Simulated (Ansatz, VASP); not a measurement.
**Two plane-wave programs on Ti**

Contents of INCAR:

```
ALGO = Normal ; EDIFF = 1E-7
ENCUT = 520 ; GGA = PE
ISIF = 2 ; ISMEAR = -1
LASPH = T ; LCHARG = F
LREAL = F ; LWAVE = F
NBANDS = 25 ; NELM = 60
PREC = Accurate ; SIGMA = 0.1
```

The input KPOINTS:

```
k-points
0
Gamma
  9 9 12
```

The input POSCAR:

```
Ti
1.0
    4.1469135193      0.0000000000      0.0000000000
   -2.0734567596      3.5913324550      0.0000000000
    0.0000000000      0.0000000000      2.5933943864
Ti
3
Direct
    0.0000000000      0.0000000000      0.0000000000
    0.3333333333      0.6666666667      0.5000000000
    0.6666666667      0.3333333333      0.5000000000
```

Input for Ansatz:

```yaml
crystal:
  lattice:
    - [4.1469135193, 0.0, 0.0]
    - [-2.0734567596, 3.591332455, 0.0]
    - [0.0, 0.0, 2.5933943864]
  atoms:
    - { symbol: Ti, position: [0.0, 0.0, 0.0] }
    - { symbol: Ti, position: [0.3333333333, 0.6666666667, 0.5] }
    - { symbol: Ti, position: [0.6666666667, 0.3333333333, 0.5] }
kpoints:
  mp_grid: { grid: [9, 9, 12] }
scf:
  occupations: { method: fermi_dirac, width: 0.1 }
hamiltonian:
  xc: pbe
  pseudopotentials: { kind: paw }
output:
  forces: true
  stress: true
  eigenvalues: true
  populations: true
```

Change from the starting cell: volume scaled by 0.75, PAW files.

Alike in both runs: task single point; functional PBE; k mesh 9 × 9 × 12; occupations fermi-dirac, width 0.1 eV; no spin polarisation.

|  | VASP | Ansatz |
| --- | --- | --- |
| version | VASP 6.6.1 | Ansatz 0.2.0 |
| potentials or method | VASP PAW PBE potentials, release 64 (Ti_sv) | PAW with Ansatz's default frozen-core files, scalar-relativistic |
| plane-wave cutoff (eV) | 520 | 420 |
| valence electrons in the cell | 36 | 36 |

```tsv
	VASP	Ansatz	Ansatz less VASP
pressure (GPa)	51.9	52.7	+0.80
largest component of the traceless stress (GPa)	0.10	0.00	-0.101
```

Caveats: so large a pressure means that the cell lies far from this level's equilibrium, or that cutoff or potentials fall short (VASP).
